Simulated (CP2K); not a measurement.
TaN:

```xyz
2
Lattice="3.5230 0.0000 0.0000 1.7615 3.0510 0.0000 1.7615 1.0170 2.8765" Properties=species:S:1:pos:R:3 pbc="T T T"
Ta    0.0000    0.0000    0.0000
N     1.7615    1.0170    0.7191
```

The cell comes from a database or a generator and needn't be the stable form of this composition.

Base run:

| Quantity | Value |
| --- | --- |
| Program | CP2K 2026.2 |
| Functional | PBE |
| Potentials or basis | POTENTIAL_UZH Ta GTH-PBE-q13, N GTH-PBE-q5; TZVP-MOLOPT-PBE-GTH basis |
| Density cutoff | 9184 eV |
| k mesh | 9 × 9 × 9 |
| Occupations | fermi-dirac, width 0.05 eV |
| Spin | no spin polarisation |

Its results: band gap on the k mesh none (metal or under the smearing width); pressure -27.3 GPa.

The run is repeated on the same cell with these changes: functional from PBE to WC. What comes out?

Band gap on the k mesh none (metal or under the smearing width); pressure -31.1 GPa.

WC binds more tightly than PBE, so the same cell stands under less pressure.

Caveats: the basis of atomic orbitals isn't converged, which shifts pressures, moduli and gaps; a pressure of tens of GPa on the cell as given is suspect, and the run, the potentials or the cell itself is likely at fault (some runs); the potentials were made for another functional, which shifts forces and pressure (some runs).
